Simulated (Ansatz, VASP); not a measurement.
## MoS: VASP beside Ansatz

File INCAR:

```
SYSTEM = MoS
  PREC = Accurate
  ENCUT = 600
  EDIFF = 1E-6
  ISMEAR = 0
  SIGMA = 0.1
  LREAL = .FALSE.
  LASPH = .TRUE.
  NELM = 100
  ALGO = Normal
  ISIF = 3
  LWAVE = .FALSE.
  LCHARG = .FALSE.
  GGA = PS
  IBRION = 2
  NSW = 100
  EDIFFG = -0.01
```

KPOINTS

```
regular mesh
0
G
  14 14 14
  0 0 0
```

The input POSCAR:

```
MoS
1.0
    0.0000000000      2.6385805390      2.6385805390
    2.6385805390      0.0000000000      2.6385805390
    2.6385805390      2.6385805390      0.0000000000
Mo S
1 1
Direct
    0.0000000000      0.0000000000      0.0000000000
    0.2500000000      0.2500000000      0.2500000000
```

Input for Ansatz:

```yaml
crystal:
  lattice:
    - [0.0, 2.638580539, 2.638580539]
    - [2.638580539, 0.0, 2.638580539]
    - [2.638580539, 2.638580539, 0.0]
  atoms:
    - { symbol: Mo, position: [0.0, 0.0, 0.0] }
    - { symbol: S, position: [0.25, 0.25, 0.25] }
basis:
  ecutwfc: 420
kpoints:
  mp_grid: { grid: [14, 14, 14] }
hamiltonian:
  xc: pbesol
scf:
  occupations: { method: gaussian, width: 0.1 }
output:
  forces: true
  stress: true
  eigenvalues: true
relax:
  adjacent_minimum: "off"
  f_tol: 0.01
  max_steps: 80
  cell: { stress_tol: 0.05 }
```

The cell was built by a generator and needn't be a form met in nature.

Alike in both runs: task relaxation of cell and atoms; functional PBEsol; k mesh 14 × 14 × 14; occupations gaussian, width 0.1 eV; no spin polarisation.

|  | VASP | Ansatz |
| --- | --- | --- |
| version | VASP 6.6.1 | Ansatz 0.2.0 |
| potentials or method | VASP PAW PBE potentials, release 64 (Mo_sv, S) | scalar-relativistic, plane waves, PAW |
| plane-wave cutoff (eV) | 600 | 420 |
| valence electrons in the cell | 20 | 20 |

```csv
,VASP,Ansatz,Ansatz less VASP
"gap on the k mesh at the Fermi level, each at its own relaxed structure (eV)",none,none,-
relaxed volume (Å³/atom),18.37,18.35,-0.024
relaxed cell length with the largest relative difference (Å),3.732,3.730,-0.0017
```

A gap of «none» marks a metal or a gap that the smearing closes.

Caveats: the relaxation stopped at its first step, so nothing moved; the PAW data sets were made with another functional, which shifts forces and pressure a little (VASP).
